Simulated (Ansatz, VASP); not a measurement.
# Cross-check of PtSe2 between VASP and Ansatz, part 2 of 2

One calculation is typed for both programs; each brings its own data sets. How far apart do they land? The cell is taken from a series of runs on this material, whose earlier steps may have relaxed, scaled, displaced or heated it; both programs get it as it stands.

VASP 6.6.1 and Ansatz 0.2.0.

So far: Starting point; VASP: single point, PBE, pair 1; Ansatz: single point, PBE, pair 1; Side by side; VASP: single point, PBE, pair 2.

## 6. Ansatz: single point, PBE, pair 2

Level of this step: Ansatz beside VASP: Kohn-Sham DFT, plane waves, PBE (Ansatz).

The same cell, functional and mesh now go to Ansatz, which takes its cutoff from its data sets.

The cell is taken from a series of runs on this material, whose earlier steps may have relaxed, scaled, displaced or heated it; both programs get it as it stands.

Input file input.yaml:

```yaml
crystal:
  lattice:
    - [3.7370364377, 0.0, 0.0]
    - [-1.8685182188, 3.2363684899, 0.0]
    - [0.0, 0.0, 38.2]
  atoms:
    - { symbol: Se, position: [0.6666666667, 0.3333333333, 0.4017085392] }
    - { symbol: Pt, position: [0.0, 0.0, 0.4363005368] }
    - { symbol: Se, position: [0.3333333333, 0.6666666667, 0.4699591123] }
    - { symbol: Se, position: [0.6666666667, 0.3333333333, 0.5300408877] }
    - { symbol: Pt, position: [0.0, 0.0, 0.5636994632] }
    - { symbol: Se, position: [0.3333333333, 0.6666666667, 0.5982914608] }
  periodic: [true, true, false]
kpoints:
  mp_grid: { grid: [9, 9, 1] }
hamiltonian:
  xc: pbe
scf:
  occupations: { method: fixed }
  n_extra_bands: 6
output:
  eigenvalues: true
  forces: true
  stress: true
  band_densities: [{ e_range: [-0.08, 0] }, { e_range: [0.17, 0.3] }]
  volumetric_format: npy
```

Run with:

```sh
> ansatz run input.yaml --threads 3 --pin off --max-ram 92160MiB --backend cuda --events-out ev --progress --plain --runs-dir out --devices 1 --max-vram 13GiB
```

Numbers of over 12 decimals in the logs are rounded to 6 here.

The program printed:

```text
[...]
GPUs: using 1 of 1 available (devices: 1).
[...]
GPU FFT provider: cuFFT
GPU libraries: cuBLAS 13.8.2, cuFFT 12.4.0, cuSOLVER 12.3.4
Crystal: 6 atoms, lattice volume = 462.007 Å³
Basis set: ecut = 420 eV, 9067 PW (Γ), exchange–correlation on 50×50×512 points (8 copies of the dense FFT grid, shifted against one another)
[...]
k-point 11: bands = [... 46 lower, -7.0058, -7.0058, -6.5403, -6.5403, -4.3736, -4.3736, -3.1531, -3.1531, ... 2 higher]
--- Band densities, each state counted as filled ---
  window                                       electrons  max residual (eV)  cut levels
  e_range: [-0.08, 0]                           0.148148             1.8e-6           0
  e_range: [0.17, 0.3]                          0.000000                  -           0
[key lines of the parts left out:]
SCF converged after 8 iterations
Free energy (F): -46924.592461 eV
Fermi energy:    -4.785585 eV
P = ½ c Tr σ = 3.2436 N/m
```

## 7. Comparison

What differs besides the data sets and the points named for the pairs above, as far as they apply: fixed occupations in Ansatz, narrow Gaussian smearing in VASP; the data sets hold 100 valence electrons in Ansatz (on its default PAW (the set named soft_2) files) and 44 in VASP. Total energies have different zeros and are not compared.

The two programs side by side:

| quantity | Ansatz | VASP | difference |
| --- | --- | --- | --- |
| gap on the k mesh (eV) | 0.344 | 0.334 | +0.010 |

Forces (eV/Å; atoms numbered as in POSCAR):

```
atom        Ansatz x, y, z          VASP x, y, z
 Se1  0.000, 0.000, -0.103  0.000, 0.000, -0.103
 Se2  0.000, 0.000, -0.102  0.000, 0.000, -0.097
 Se3   0.000, 0.000, 0.102   0.000, 0.000, 0.097
 Se4   0.000, 0.000, 0.103   0.000, 0.000, 0.103
 Pt5  0.000, 0.000, -0.152  0.000, 0.000, -0.153
 Pt6   0.000, 0.000, 0.152   0.000, 0.000, 0.153
```

The forces differ by 1.7 meV/Å r.m.s., which is 2.4 % of the r.m.s. force of 0.069 eV/Å (both taken over all components). A gap on the mesh is an upper bound, since the band edges may lie between its points; neither run holds spin-orbit coupling, which can move the band edges of a compound of Pt. With vacuum in the cell, a pressure given here is an average over mostly empty space and none of the material.

## 8. VASP: single point, PBE, pair 3

With cell and atoms fixed, the geometry can't cause a difference; cores, projectors, grids and the points listed under the comparison can.

Input file INCAR:

```
SYSTEM = PtSe2
PREC = Accurate
ENCUT = 400
EDIFF = 1E-06
NELM = 120
ISMEAR = -1
SIGMA = 0.02
LREAL = .FALSE.
ALGO = Normal
GGA = PE
NBANDS = 28
LASPH = .TRUE.
LORBIT = 11
LWAVE = .FALSE.
LCHARG = .FALSE.
ISIF = 2
LDIPOL = .TRUE.
IDIPOL = 3
DIPOL = 0.5 0.5 0.5
LVHAR = .TRUE.
GGA_COMPAT = .FALSE.
EFERMI = MIDGAP
NELMDL = -8
KPAR = 2
```

Input file POSCAR:

```
PtSe2
1.0
    3.7370364377      0.0000000000      0.0000000000
   -1.8685182188      3.2363684899      0.0000000000
    0.0000000000      0.0000000000     38.2000000000
Se Pt
4 2
Direct
    0.6666666667      0.3333333333      0.4017085392
    0.3333333333      0.6666666667      0.4699591123
    0.6666666667      0.3333333333      0.5300408877
    0.3333333333      0.6666666667      0.5982914608
    0.0000000000      0.0000000000      0.4363005368
    0.0000000000      0.0000000000      0.5636994632
```

Input file KPOINTS:

```
Automatic mesh
0
Gamma
6 6 1
0 0 0
```

The projector-augmented-wave data sets are Se and Pt (PBE family, release 64).

Run with:

```sh
> mpirun -np 2 vasp_std
```

The program printed:

```text
[... set-up lines as in an earlier step ...]
 entering main loop
       N       E                     dE             d eps       ncg     rms          rms(c)
DAV:   1     0.331570582970E+03    0.33157E+03   -0.13032E+04   400   0.944E+02
DAV:   2     0.970087821844E+01   -0.32187E+03   -0.31428E+03   624   0.201E+02
DAV:   3    -0.292555658611E+02   -0.38956E+02   -0.38523E+02   500   0.801E+01
DAV:   4    -0.300714192135E+02   -0.81585E+00   -0.80922E+00   504   0.131E+01
[...]
DAV:  26    -0.285006208535E+02   -0.10984E-05   -0.33367E-08   260   0.857E-04    0.745E-04
DAV:  27    -0.285006222537E+02   -0.14003E-05   -0.46654E-08   256   0.760E-04    0.710E-04
DAV:  28    -0.285006226910E+02   -0.43727E-06   -0.13488E-08   248   0.343E-04
   1 F= -.28500623E+02 E0= -.28500623E+02  d E =-.696223E-08
```

Parts of OUTCAR (step 8):

```text
  Total        2.3261823      2.3261823      1.5134138      0.0000000     -0.0000000     -0.0000000
  in kB        8.0668813      8.0668813      5.2483115      0.0000000     -0.0000000     -0.0000000
  external PRESSURE =       7.1273581 kB  Pullay stress =       0.0000000 kB

 POSITION                                       TOTAL-FORCE (eV/Angst)
 -----------------------------------------------------------------------------------
      1.86852      1.07879     15.34527        -0.000000      0.000000     -0.116029
     -0.00000      2.15758     17.95244        -0.000000     -0.000000     -0.053279
      1.86852      1.07879     20.24756         0.000000      0.000000      0.053279
     -0.00000      2.15758     22.85473         0.000000     -0.000000      0.116029
      0.00000      0.00000     16.66668        -0.000000     -0.000000     -0.117392
      0.00000      0.00000     21.53332         0.000000      0.000000      0.117392
 -----------------------------------------------------------------------------------
    total drift:                                0.000000      0.000000      0.000000

  FREE ENERGIE OF THE ION-ELECTRON SYSTEM (eV)
  ---------------------------------------------------
  free  energy   TOTEN  =       -28.5006226910 eV

  energy  without entropy=      -28.5006226840  energy(sigma->0) =      -28.50062269

[... 1 part as in an earlier step ...]

[... 2 further parts left out ...]
[key lines of the parts left out:]
E-fermi :  -1.7879
```

## 9. Ansatz: single point, PBE, pair 3

The same cell, functional, mesh and smearing now go to Ansatz, which takes its cutoff from its data sets.

The cell is taken from a series of runs on this material, whose earlier steps may have relaxed, scaled, displaced or heated it; both programs get it as it stands.

input.yaml, the sections that differ from step 6:

```yaml
kpoints:
  mp_grid: { grid: [6, 6, 1] }
  band_path:
    path:
      - [0, 0, 0]
      - [0.5, 0, 0]
      - [0.3333333333333, 0.3333333333333, 0]
      - [0, 0, 0]
    npoints: 10
scf:
  occupations: { method: fermi_dirac, width: 0.02 }
  n_extra_bands: 6
output:
  eigenvalues: true
  forces: true
  stress: true
  write_density: true
  write_potential: true
  elf: true
  volumetric_format: npy
# crystal, hamiltonian: as in step 6
```

Run with:

```sh
> ansatz run input.yaml --threads 3 --pin off --max-ram 92160MiB --backend cuda --events-out ev --progress --plain --runs-dir out --devices 1 --max-vram 13GiB
```

The program printed:

```text
[...]
GPUs: using 1 of 1 available (devices: 1).
[...]
GPU FFT provider: cuFFT
GPU libraries: cuBLAS 13.8.2, cuFFT 12.4.0, cuSOLVER 12.3.4
Crystal: 6 atoms, lattice volume = 462.007 Å³
Basis set: ecut = 420 eV, 9067 PW (Γ), exchange–correlation on 50×50×512 points (8 copies of the dense FFT grid, shifted against one another)
[...]
k-point 0: bands = [... 46 lower, -6.0827, -5.7203, -5.7203, -5.0371, -3.1675, -3.1675, -2.5837, -2.5837, ... 2 higher]
  k-point 1: bands = [... 46 lower, -6.1567, -5.8895, -5.7554, -5.1713, -3.9637, -3.5909, -3.5217, -2.8119, ... 2 higher]
  k-point 2: bands = [... 46 lower, -6.8949, -6.7347, -6.4780, -5.7712, -4.3157, -3.6163, -3.3338, -2.7938, ... 2 higher]
  k-point 6: bands = [... 46 lower, -7.0060, -7.0060, -6.5428, -6.5428, -4.3764, -4.3764, -3.1601, -3.1601, ... 2 higher]
[key lines of the parts left out:]
SCF converged after 8 iterations
Free energy (F): -46924.628353 eV
Fermi energy:    -4.721306 eV
P = ½ c Tr σ = 3.1558 N/m
```

## 10. Comparison

What differs besides the data sets and the points named for the pairs above, as far as they apply: the data sets hold 100 valence electrons in Ansatz (on its default PAW (the set named soft_2) files) and 44 in VASP. Total energies have different zeros and are not compared.

Compared:

| quantity | Ansatz | VASP | difference |
| --- | --- | --- | --- |
| gap on the k mesh (eV) | 0.661 | 0.651 | +0.010 |

Forces (eV/Å; atoms numbered as in POSCAR):

```
atom        Ansatz x, y, z          VASP x, y, z
 Se1  0.000, 0.000, -0.116  0.000, 0.000, -0.116
 Se2  0.000, 0.000, -0.059  0.000, 0.000, -0.053
 Se3   0.000, 0.000, 0.059   0.000, 0.000, 0.053
 Se4   0.000, 0.000, 0.116   0.000, 0.000, 0.116
 Pt5  0.000, 0.000, -0.116  0.000, 0.000, -0.117
 Pt6   0.000, 0.000, 0.116   0.000, 0.000, 0.117
```

The forces differ by 2.0 meV/Å r.m.s., which is 3.5 % of the r.m.s. force of 0.058 eV/Å (both taken over all components). A gap on the mesh is an upper bound, since the band edges may lie between its points; neither run holds spin-orbit coupling, which can move the band edges of a compound of Pt. With vacuum in the cell, a pressure given here is an average over mostly empty space and none of the material.

## 11. Results

```
r.m.s. force difference (single point, PBE, pair 1) : 0.32 meV/Å
r.m.s. force difference (single point, PBE, pair 2) : 1.7 meV/Å
r.m.s. force difference (single point, PBE, pair 3) : 2.0 meV/Å
```

**Reading.** The r.m.s. force difference is 2.0 meV/Å (single point, PBE, pair 3), within the 12 meV/Å picked in this series as the mark of a large difference. The data sets hold unlike numbers of valence electrons (50 in Ansatz and 22 in VASP and 100 in Ansatz and 44 in VASP), so part of the differences comes from the potentials. 2 further runs of this series are not shown here. How closely two codes agree says nothing of how well the functional describes the real material.

[Lines on the potential files, build, host, timing and source positions are cut from VASP's logs without a mark.]

[Logs are printed without paths, hosts, clocks, repeated set-up lines and the standing remarks that a program may print on its own settings, such as how far it seeks lower states.]

[Hosts, paths, dates, database ids (printed as entryN), source tags and the programs' standing remarks are cut or masked in the printed files.]
